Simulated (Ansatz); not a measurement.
**Ge in Ansatz: the effect of functional**

Ge:

```
Ge
1.0
     1.42455   -2.65152    0.00000
     1.42455    2.65152    0.00000
     0.00000    0.00000    2.75115
Ge
1
Direct
  0.50000 0.50000 0.00000
```

This isn't the form of Ge at room conditions, which is diamond.

The cell isn't the ideal one: volume scaled by 1.06.

Alike in all runs:

```yaml
Program: Ansatz 0.2.0
Task: single point
Potentials_or_basis: Ansatz PAW
k_mesh: 11 × 11 × 10
Occupations: fermi-dirac, width 0.05 eV
Spin: no spin polarisation
```

```csv
functional,cutoff,pressure (GPa)
LDA,420 eV (not typed: the program's choice for these potentials),-8.3
PBEsol,420 eV (not typed: the program's choice for these potentials),?
r2SCAN,500 eV (not typed: the program's choice for these potentials),-6.1
```

Q: What does the run with functional PBEsol give?

A: Pressure -7.0 GPa.

Caveats: the PAW data sets come from PBE, with cores solved anew for the run's functional, which leaves a small shift of forces and pressure.
